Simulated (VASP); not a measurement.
# ZrN: optical spectrum with LDA

Crystal: ZrN.

```
Zr N
1.0
     0.00000    2.28750    2.28750
     2.28750    0.00000    2.28750
     2.28750    2.28750    0.00000
Zr N
1 1
Cartesian
  0.0000 0.0000 0.0000
  2.2875 2.2875 2.2875
```

The cell was built by a generator and isn't the measured one.

| Property | Result |
| --- | --- |
| Program | VASP 6.6.1 |
| Task | optical spectrum |
| Functional | LDA |
| Potentials or basis | VASP PAW LDA potentials, release 64 (Zr_sv, N) |
| Cutoff | 520 eV |
| k mesh | 20 × 20 × 20 |
| Occupations | fermi-dirac, width 0.05 eV |
| Spin | no spin polarisation |
| Further INCAR settings | ALGO = Normal; EDIFF = 1e-06; NBANDS = 40 |

```yaml
Pressure: -8.1 GPa
Band_gap_on_the_k_mesh: none (metal or under the smearing width)
```

Levels at points of the mesh, in eV from the Fermi level:
| k point | band 5 | band 6 | band 7 | band 8 | band 9 | band 10 | band 11 | band 12 |
| --- | --- | --- | --- | --- | --- | --- | --- | --- |
| (0.00, 0.00, 0.00) | -16.08 | -2.66 | -2.66 | -2.66 | -0.46 | -0.46 | -0.46 | 1.55 |
| (0.50, 0.00, 0.00) | -13.77 | -7.71 | -5.74 | -5.74 | 3.03 | 3.09 | 3.09 | 4.79 |
| (0.50, 0.50, 0.00) | -15.54 | -4.53 | -3.56 | -3.15 | -3.15 | 3.37 | 4.57 | 4.57 |

Dielectric function (mean over the directions given):
```
energy (eV)  real part  imaginary part
       0.26     -30.50           81.92
       1.28       3.07            1.10
       2.30       6.45            0.76
       3.32       7.97            1.10
       4.40      10.46            3.51
       5.42       8.05            7.42
       6.44       5.04            7.81
       7.46       3.30            8.57
       8.55       1.10            8.02
       9.57      -1.35            7.82
      10.59      -2.50            3.98
      11.61      -2.69            1.98
      12.69      -0.99            0.98
      13.72       0.07            0.94
      14.74       0.53            1.36
      15.76       0.67            1.41
      16.84       0.32            1.56
      17.86       0.15            1.46
      18.88       0.09            1.17
      19.97       0.09            1.00
```

It took 68 s on 1 thread of Intel(R) Xeon(R) 6975P-C (Granite Rapids), on a shared host, peak memory 0.44 GiB.

Caveat: independent-particle spectra lack excitons; the intraband (Drude) part of a metal's response may be missing.
